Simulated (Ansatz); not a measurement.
# Polarity and tunnelling in Mg/AlN/Zr, part 5 of 6

Wanted: the change of resistance of Mg/AlN/Zr with the barrier's polarity. The lower electrode is Mg hcp(0001), the upper one Zr hcp(0001); the barrier is AlN zinc blende(111) (whole bilayers). In the first transport cell, after relaxation, the nearest pair of electrode and barrier is Mg–N at 2.43 Å, at a slant, at the lower face and Zr–Al at 3.28 Å, at a slant, at the upper one. All share a net of side 3.111 Å, which strains the lower electrode by -2.5 %, the upper one by -3.7 % and the barrier by +0.0 %, against typed lattice constants near PBE's. The first steps treat the bulk electrodes alone.

Ansatz 0.2.0; PBE DFT, plane waves, PAW files (the session's first sound run).

So far, transmission at the Fermi level (a spin, zone mean): step 5 (the open system: T(E), polarity N face on the lower electrode, gap between the …) 0.00376; step 6 (conductance on a fine mesh, polarity N face on the lower electrode, gap between …) 0.00325.

### 8. T(E) of the junction, polarity Al face on the lower electrode, gap between the electrodes 12.87 Å

This step: PBE DFT, plane waves, PAW files; ballistic transmission by layer matching between semi-infinite leads (Ansatz 0.2.0).

System of this step: Mg/AlN/Zr. The cell holds 30 atoms: 11 Mg, 4 Al, 4 N and 11 Zr. Cell: a = 3.111 Å, b = 3.111 Å, c = 79.804 Å, α = 90.0°, β = 90.0°, γ = 120.0°. Regions: left electrode, 11 atoms (11 Mg); barrier, 8 atoms (4 Al and 4 N); right electrode, 11 atoms (11 Zr). Vacuum lies along c.

A wide window again for the changed junction, to set beside the first polarity.

The input, input.yaml:

```yaml
crystal:
  lattice:
    - [3.111, 0.0, 0.0]
    - [-1.5555, 2.6942050312, 0.0]
    - [0.0, 0.0, 79.8044120027]
  atoms:
    - { symbol: Mg, position: [0.0, 0.0, 0.0877144487] }
    - { symbol: Mg, position: [0.33333333, 0.66666667, 0.1203810037] }
    - { symbol: Mg, position: [0.0, 0.0, 0.1530475588] }
    - { symbol: Mg, position: [0.33333333, 0.66666667, 0.1857141139] }
    - { symbol: Mg, position: [0.0, 0.0, 0.218380669] }
    - { symbol: Mg, position: [0.33333333, 0.66666667, 0.251047224] }
    - { symbol: Mg, position: [0.0, 0.0, 0.2837137791] }
    - { symbol: Mg, position: [0.33333333, 0.66666667, 0.3163803342] }
    - { symbol: Mg, position: [0.0, 0.0, 0.3490468893] }
    - { symbol: Mg, position: [0.33333333, 0.66666667, 0.3817134443] }
    - { symbol: Mg, position: [0.0, 0.0, 0.4145214426] }
    - { symbol: Al, position: [0.33333333, 0.66666667, 0.4458142405] }
    - { symbol: "N", position: [0.0, 0.0, 0.4544497056] }
    - { symbol: Al, position: [0.0, 0.0, 0.4781607636] }
    - { symbol: "N", position: [0.66666667, 0.33333333, 0.4863765108] }
    - { symbol: Al, position: [0.66666667, 0.33333333, 0.5100503519] }
    - { symbol: "N", position: [0.33333333, 0.66666667, 0.5182465298] }
    - { symbol: Al, position: [0.33333333, 0.66666667, 0.5418795613] }
    - { symbol: "N", position: [0.0, 0.0, 0.5515667299] }
    - { symbol: Zr, position: [0.33333333, 0.66666667, 0.5757458042] }
    - { symbol: Zr, position: [0.66666667, 0.33333333, 0.6095960656] }
    - { symbol: Zr, position: [0.33333333, 0.66666667, 0.6432282307] }
    - { symbol: Zr, position: [0.66666667, 0.33333333, 0.6768603958] }
    - { symbol: Zr, position: [0.33333333, 0.66666667, 0.7104925608] }
    - { symbol: Zr, position: [0.66666667, 0.33333333, 0.7441247259] }
    - { symbol: Zr, position: [0.33333333, 0.66666667, 0.777756891] }
    - { symbol: Zr, position: [0.66666667, 0.33333333, 0.8113890561] }
    - { symbol: Zr, position: [0.33333333, 0.66666667, 0.8450212212] }
    - { symbol: Zr, position: [0.66666667, 0.33333333, 0.8786533863] }
    - { symbol: Zr, position: [0.33333333, 0.66666667, 0.9122855513] }
kpoints:
  mp_grid: { grid: [12, 12, 1] }
scf:
  occupations: { method: fermi_dirac, width: 0.1 }
  max_iter: 150
hamiltonian:
  xc: pbe
output:
  transmission:
    kmesh: [12, 12]
    e_range: [-4, 2]
    de: 0.1
    leads: [[4, 6], [24, 26]]
  dos: { projected: true, e_range: [-6, 5], de: 0.05 }
  write_potential: true
  write_density: true
  volumetric_format: npy
```

Started as:

```console
ansatz run input.yaml --threads 4 --pin off --max-ram 12288MiB --backend cpu --events-out ev --progress --plain --runs-dir out
```

Numbers of over 12 decimals in the logs are rounded to 6 here.

Log:

```text
[...]
Crystal: 30 atoms, lattice volume = 668.894 Å³
Basis set: ecut = 420 eV, 12999 PW (Γ)
Bands: 167, of which v1, the nominal top of the filled ones, is band 137 counted from 1 (136 counted from 0)
Symmetry: 6 space group operations
[...]
k-points: 19 of 144 (time reversal used)
[...]
SCF iter   1: F=—  HF=-70878.424698 eV  |F-HF|=—  |Δ(HF+E_count)|=         —  Δρ=6.57e-3  dr2=1.09e2  ethr=1.77e-3  ⟨swp⟩=14.8  Hψ=19636  notcnv=0  defer=1
[...]
SCF iter  11: F=-70878.135635 eV  HF=-70878.135635 eV  |F-HF|=1.09e-8  |Δ(HF+E_count)|=   5.40e-9  Δρ=7.82e-7  dr2=1.61e-8  ethr=3.65e-11  ⟨swp⟩=10.7  Hψ=8177  notcnv=0
SCF 1 converged in 11 iterations: F = -70878.135635 eV  dr2 = 1.61e-8
[...]
transmission: 141 of 1406 steps passed
transmission: 282 of 1406 steps passed
[...]
transmission: 1406 of 1406 steps passed
[...]
SCF converged after 11 iterations
Free energy (F): -70878.135635 eV
[...]
Internal energy: -70877.494819 eV  (E = F + TS)
E sigma→0 (E₀):  -70877.815227 eV
Entropy (-TS):   -0.640817 eV (-21.361 meV/atom)
Fermi energy:    8.259075 eV
[...]
--- Band table (eV; the first three rows and the last of 19) ---
  k-point 0: bands = [... 133 lower, 8.3646, 8.4333, 8.4618, 8.5330, 8.6314, 8.7374, 8.9412, 9.2673, ... 26 higher]
  k-point 1: bands = [... 133 lower, 8.2443, 8.4135, 8.4709, 8.5358, 8.5765, 8.5832, 8.6506, 9.0204, ... 26 higher]
  k-point 2: bands = [... 133 lower, 8.0720, 8.1292, 8.2155, 8.2632, 8.3162, 8.3466, 8.5056, 8.6015, ... 26 higher]
  k-point 18: bands = [... 133 lower, 8.1004, 8.1911, 8.2196, 8.2877, 8.2953, 8.3534, 8.3617, 8.3652, ... 26 higher]
--- Transmission ---
  basis      : 73 plane waves across, 74 finite elements along
  points     : 19, standing for a mesh of 12 x 12
[...]
channels       : 8.402778e-1 a spin
[...]
slowest decay  : 0.0200 /Å at (0.1667, 0.1667)
[...]
channels       : 7.430556e-1 a spin
[...]
slowest decay  : 0.0181 /Å at (0.4167, 0.0000)
  junction   : crystal 0 to crystal 1, 19.43 to 56.06 Å
    transmission   : 1.754620e-3 a spin
[...]
```

Elapsed: 3.9 min, on 4 threads of Arm Neoverse V1, shared host; peak memory 3.8 GiB; 14 min of CPU time.

Numbers from this step:

```yaml
free_energy: -70878.1356 eV
fermi_energy: 8.259 eV
transmission_at_the_fermi_level_a_spin_zone_mean: 0.001755
channels_of_the_lower_lead: 0.8403
channels_of_the_upper_lead: 0.7431
potential_step_in_the_lower_lead: 16.1 meV
potential_step_in_the_upper_lead: 6.4 meV
```

One spin. Table of transmission, zone mean by energy, zero at the Fermi level:

```tsv
energy (eV)	transmission, zone mean
-4.00	0.0313
-3.90	0.104
-3.80	0.0570
-3.70	0.113
-3.50	0.0143
-3.40	0.00306
-3.20	0.00188
-3.00	0.00153
-2.90	0.00116
-2.70	7.7e-4
-2.50	5.5e-4
-2.40	4.7e-4
-2.20	5.1e-4
-2.10	0.00120
-1.90	6.3e-4
-1.70	8.1e-4
-1.60	7.1e-4
-1.40	8.3e-4
-1.20	5.1e-4
-1.10	4.3e-4
-0.90	2.7e-4
-0.80	2.5e-4
-0.60	2.9e-4
-0.40	1.6e-4
-0.30	4.3e-4
-0.10	0.00162
0.00	0.00175
0.10	0.00389
0.20	0.00376
0.40	7.9e-4
0.50	0.0177
0.70	0.0513
0.90	0.0858
1.00	0.134
1.10	0.145
1.20	0.127
1.40	0.175
1.50	0.126
1.70	0.0744
1.80	0.0704
2.00	0.0997
```

One spin. Open channels, zone mean against energy, zero at the Fermi level:

```tsv
energy (eV)	lower lead	upper lead
-4.00	0.590	0.215
-3.80	0.590	0.257
-3.70	0.590	0.257
-3.50	0.632	0.257
-3.40	0.632	0.382
-3.20	0.674	0.382
-3.00	0.757	0.542
-2.90	0.757	0.875
-2.70	0.840	0.708
-2.50	0.840	1.02
-2.40	0.840	0.875
-2.20	0.840	0.812
-2.10	0.861	0.771
-1.90	0.958	0.826
-1.70	0.958	0.535
-1.60	1	0.535
-1.40	0.965	0.785
-1.20	0.965	0.896
-1.10	1.09	0.938
-0.90	1.01	1.08
-0.80	0.840	1.27
-0.60	0.715	1.27
-0.40	0.840	0.938
-0.30	0.882	0.771
-0.10	1.01	0.618
0.00	0.840	0.743
0.10	0.882	0.979
0.20	0.924	1.24
0.40	0.979	1.39
0.50	0.938	1.03
0.70	1.19	1.15
0.90	1.35	0.896
1.00	1.35	0.924
1.20	1.23	0.764
1.40	1.19	0.910
1.50	1.23	0.951
1.70	1.27	1.33
1.80	1.19	1.16
2.00	1.30	1.08
```

Transmission over k1 and k2. At 0.0000 eV from the Fermi level.

Values, 12 rows by 12 columns:
```
0.0043 0.0000 0.0000 0.0000 0.0000 0.0000 0.0000 0.0043 0.0000 0.0000 0.0000 0.0000
0.0000 0.0000 0.0000 0.0000 0.0000 0.0000 0.0000 0.0000 0.0000 0.0000 0.0000 0.0000
0.0002 0.0000 0.0000 0.0000 0.0000 0.0000 0.0000 0.0000 0.0000 0.0002 0.0000 0.0000
0.0000 0.0000 0.0000 0.0000 0.0013 0.0012 0.0013 0.0000 0.0000 0.0000 0.0000 0.0000
0.0043 0.0000 0.0000 0.0000 0.0012 0.0025 0.0025 0.0012 0.0000 0.0000 0.0000 0.0043
0.0547 0.0000 0.0000 0.0000 0.0013 0.0025 0.0068 0.0025 0.0013 0.0000 0.0000 0.0000
0.0043 0.0043 0.0000 0.0000 0.0000 0.0012 0.0025 0.0025 0.0012 0.0000 0.0000 0.0000
0.0000 0.0000 0.0000 0.0000 0.0000 0.0000 0.0013 0.0012 0.0013 0.0000 0.0000 0.0000
0.0002 0.0000 0.0000 0.0002 0.0000 0.0000 0.0000 0.0000 0.0000 0.0000 0.0000 0.0000
0.0000 0.0000 0.0000 0.0000 0.0000 0.0000 0.0000 0.0000 0.0000 0.0000 0.0000 0.0000
0.0043 0.0000 0.0000 0.0000 0.0000 0.0043 0.0000 0.0000 0.0000 0.0000 0.0000 0.0000
0.0547 0.0043 0.0000 0.0002 0.0000 0.0043 0.0547 0.0043 0.0000 0.0002 0.0000 0.0043
```
Columns: k1 (b1) from -0.5 to 0.417; rows upwards: k2 (b2) from -0.5 to 0.417.

Open channels of the lower lead over k1 and k2. At 0.0000 eV from the Fermi level.

Ten even steps from '_' (0.00) to '@' (3.00):
```
**__--------__**________
------______------__@@__
----__--------__----____
----__----------__----__
**--__------------__--**
**__------------------__
****--__------------__--
--__----__----------__--
--____----__--------__--
--__@@__------______----
**________**__--------__
****------******------**
```
Columns: k1 (b1) from -0.5 to 0.417; rows upwards: k2 (b2) from -0.5 to 0.417.

Open channels of the upper lead over k1 and k2. At 0.0000 eV from the Fermi level.

Ten even steps from '_' (0.00) to '@' (2.00):
```
++____________++@@@@@@@@
________@@________@@__@@
@@________________@@@@@@
____@@__@@++@@__@@____@@
++______++@@@@++______++
++______@@@@@@@@@@______
++++______++@@@@++______
__@@____@@__@@++@@__@@__
@@@@@@@@________________
__@@__@@________@@______
++@@@@@@@@++____________
++++__@@__++++++__@@__++
```
Columns: k1 (b1) from -0.5 to 0.417; rows upwards: k2 (b2) from -0.5 to 0.417.

Projected DOS an atom over height of the atomic layer and energy from the Fermi level. Layers: Mg Mg Mg Mg Mg Mg Mg Mg Mg Mg Mg Al N Al N Al N Al N Zr Zr Zr Zr Zr Zr Zr Zr Zr Zr Zr; projections on atoms miss part of the total, and the computed bands can run out at the top of the range; a column is the mean of 2 neighbouring layers, the last of those left over.

Ten even steps from '0' (0.00 states/eV) to '9' (1.73 states/eV), each cell a mean:
```
000001000377777
000001001366665
000001000478877
000001000389899
000001000499999
000011000355559
000000000266667
100001000488888
101001000377778
111111000256655
111111000476666
111111000377777
111111000166665
111111200045453
111111320122221
111111332311111
111111355401010
111111344700000
111111344400000
111111334300000
001111223200000
000000112100000
```
Columns: height of the atomic layer (Å) from 8.3 to 71.5 (not evenly spaced); rows upwards: energy from the Fermi level (eV) from -6 to 1.95.

At the Fermi level the transmission is 0.0018, as a zone mean for one spin on this coarse mesh. At the Fermi level the layers of this cell's barrier hold from 0.0084 to 0.31 states an eV and atom. In the worse lead the potential repeats within 16 meV, which the program lets pass.

### 9. Conductance, polarity Al face on the lower electrode, gap between the electrodes 12.87 Å

The conductance of the changed junction, on the mesh and energies of the first conductance run.

input.yaml, as its differences from that of step 8:

```diff
@@ -45,9 +45,5 @@
   transmission:
-    kmesh: [12, 12]
-    e_range: [-4, 2]
-    de: 0.1
+    kmesh: [30, 30]
+    e_range: [-0.26, 0.27]
+    de: 0.0375
     leads: [[4, 6], [24, 26]]
-  dos: { projected: true, e_range: [-6, 5], de: 0.05 }
-  write_potential: true
-  write_density: true
-  volumetric_format: npy
```

Log:

```text
[...]
Crystal: 30 atoms, lattice volume = 668.894 Å³
Basis set: ecut = 420 eV, 12999 PW (Γ)
Bands: 167, of which v1, the nominal top of the filled ones, is band 137 counted from 1 (136 counted from 0)
Symmetry: 6 space group operations
[...]
k-points: 19 of 144 (time reversal used)
[...]
SCF iter   1: F=—  HF=-70878.424698 eV  |F-HF|=—  |Δ(HF+E_count)|=         —  Δρ=6.57e-3  dr2=1.09e2  ethr=1.77e-3  ⟨swp⟩=14.8  Hψ=19636  notcnv=0  defer=1
[...]
SCF iter  11: F=-70878.135635 eV  HF=-70878.135635 eV  |F-HF|=1.09e-8  |Δ(HF+E_count)|=   5.40e-9  Δρ=7.82e-7  dr2=1.61e-8  ethr=3.65e-11  ⟨swp⟩=10.7  Hψ=8177  notcnv=0
SCF 1 converged in 11 iterations: F = -70878.135635 eV  dr2 = 1.61e-8
[...]
transmission: 619 of 6097 steps passed
transmission: 1222 of 6097 steps passed
[...]
transmission: 6097 of 6097 steps passed
SCF converged after 11 iterations
Free energy (F): -70878.135635 eV
[...]
Internal energy: -70877.494819 eV  (E = F + TS)
E sigma→0 (E₀):  -70877.815227 eV
Entropy (-TS):   -0.640817 eV (-21.361 meV/atom)
Fermi energy:    8.259075 eV
[...]
--- Band table (eV; the first three rows and the last of 19) ---
  k-point 0: bands = [... 133 lower, 8.3646, 8.4333, 8.4618, 8.5330, 8.6314, 8.7374, 8.9412, 9.2673, ... 26 higher]
  k-point 1: bands = [... 133 lower, 8.2443, 8.4135, 8.4709, 8.5358, 8.5765, 8.5832, 8.6506, 9.0204, ... 26 higher]
  k-point 2: bands = [... 133 lower, 8.0720, 8.1292, 8.2155, 8.2632, 8.3162, 8.3466, 8.5056, 8.6015, ... 26 higher]
  k-point 18: bands = [... 133 lower, 8.1004, 8.1911, 8.2196, 8.2877, 8.2953, 8.3534, 8.3617, 8.3652, ... 26 higher]
--- Transmission ---
  basis      : 73 plane waves across, 67 finite elements along
  points     : 91, standing for a mesh of 30 x 30
[...]
filled         : 17.9 meV under the level at which it is neutral
    channels       : 8.811111e-1 a spin
[...]
slowest decay  : 0.0125 /Å at (0.4333, 0.0000)
[...]
filled         : 34.0 meV under the level at which it is neutral
    channels       : 8.255556e-1 a spin
[...]
slowest decay  : 0.0187 /Å at (0.4000, 0.0667)
  junction   : crystal 0 to crystal 1, 19.43 to 56.06 Å
    transmission   : 1.809003e-3 a spin
[...]
resistance     : 5.6229e-1 Ω µm² beyond half of each lead's own
```

It took 6.8 min on 4 threads; peak memory 3.2 GiB.

This step gave:

```
transmission at the Fermi level (a spin, zone mean) : 0.001809
channels of the lower lead                          : 0.8811
channels of the upper lead                          : 0.8256
ballistic conductance of the upper lead             : 7.19e14 S/m²
junction conductance                                : 1.77e12 S/m²
error estimates by source, in the log's order       : 1.6, 7.4, 15.1, 16.3, 13.7 %
resistance-area product beyond the leads            : 0.5623 Ω um²
```

One spin. Transmission, zone mean against energy, zero at the Fermi level:

```tsv
energy (eV)	transmission, zone mean
-0.260	6.4e-4
-0.223	6.5e-4
-0.185	9.0e-4
-0.147	9.3e-4
-0.110	0.00141
-0.072	0.00145
-0.035	0.00160
0.003	0.00181
0.040	0.00211
0.077	0.00290
0.115	0.00252
0.152	0.00228
0.190	0.00123
0.228	7.4e-4
0.265	0.00105
```

One spin. The open channels, zone mean by energy, zero at the Fermi level:

```tsv
energy (eV)	lower lead	upper lead
-0.260	0.821	0.739
-0.223	0.794	0.679
-0.185	0.854	0.659
-0.147	0.881	0.659
-0.110	0.888	0.672
-0.072	0.861	0.586
-0.035	0.854	0.626
0.003	0.881	0.826
0.040	0.854	0.926
0.077	0.894	1.11
0.115	0.914	1.16
0.152	0.874	1.19
0.190	0.901	1.17
0.228	0.941	1.16
0.265	0.981	1.20
```

Transmission over k1 and k2. At 0.0025 eV from the Fermi level.

Ten even steps from '0' (0.0000) to '9' (0.0516), each cell a mean:
```
563000000000003562000000000002
020000000000000020000000000000
000000000000000000000000000000
000000000000000000000000000000
000000000000000000000000000000
000000000000000000000000000000
000000000000000000000000000000
000000000000000000000000000000
000000000000000000000000000000
420000000000000000000000000034
960000000000001100000000000017
553000000000000000000000000003
011000000000000000000000000000
000000000000000000000000000000
000000000000000000000000000000
000000000000000000000000000000
000000000000000000000000000000
000000000000000000000000000000
000000000000000000000000000000
000000000000000000000000000000
410000000000025320000000000026
951000000000026961000000000027
```
Columns: k1 (b1) from -0.5 to 0.467; rows upwards: k2 (b2) from -0.5 to 0.467.

G = 1.8e12 S/m² (1/G = 0.564 Ω µm²), 0.61 times the step before of this kind. The largest error estimate is 16 %, from the leads' potential steps. In the worse lead the potential repeats within 16 meV, which the program lets pass, though it still puts 16 % of error on the junction's conductance through them.

### 10. Electroresistance

This step: Tunnel electroresistance (G_up - G_down) / G_down from the conductances of both polarities, PBE DFT, plane waves, PAW files (Ansatz 0.2.0).

No new run: the two polarities are divided.

Numbers from this step:

```yaml
conductance_first_polarity_s_m2: 2.89e12
conductance_second_polarity_s_m2: 1.77e12
electroresistance: 63 %
```

The two conductances carry error estimates of up to 17 % and 16 %, which the ratio inherits.

(Part 5 of 6 ends here.)

[Logs are printed without paths, hosts, clocks, repeated set-up lines and the standing remarks that a program may print on its own settings, such as how far it seeks lower states.]

[Hosts, paths, dates, database ids (printed as entryN), source tags and the programs' standing remarks are cut or masked in the printed files.]
